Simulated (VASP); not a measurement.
## K under changes of volume

One of the cells (79.607 Å³/atom); the others are scaled copies at fixed shape and fractional positions:

```
K
1.0
     0.00000    3.41434    3.41434
     3.41434    0.00000    3.41434
     3.41434    3.41434    0.00000
K
1
Direct
  0.00000 0.00000 0.00000
```

This isn't the form of K at room conditions, which is bcc.

```yaml
Program: VASP 6.6.1
Functional: PBE
Potentials_or_basis: VASP PAW PBE potentials, release 64 (K_sv)
Cutoff: 520 eV
k_mesh: 7 × 7 × 7
Occupations: fermi-dirac, width 0.05 eV
Spin: no spin polarisation
```

| volume (Å³/atom) | energy over the lowest point (meV/atom) | pressure (GPa) |
| --- | --- | --- |
| 73.363 | 0.00 | 0.0 |
| 74.924 | 0.23 | -0.1 |
| 76.485 | 1.14 | -0.1 |
| 79.607 | ? | ? |
| 81.167 | 7.36 | -0.3 |
| 82.728 | 10.41 | -0.3 |

What does the run at 79.607 Å³/atom give?

Energy over the lowest point 4.76 meV/atom; pressure -0.3 GPa.

Worked out: A Birch-Murnaghan fit of order 3 (a polynomial in V^(-2/3)) to the other rows has its minimum at 73.65 Å³/atom with B0 = V·E''(V) = 3.6 GPa and B' = 3.9. It gives 4.77 meV/atom at 79.607 Å³/atom, against the run's 4.76, and -dE/dV = -0.2 GPa, against -0.3.

Energies are extrapolated to zero smearing.
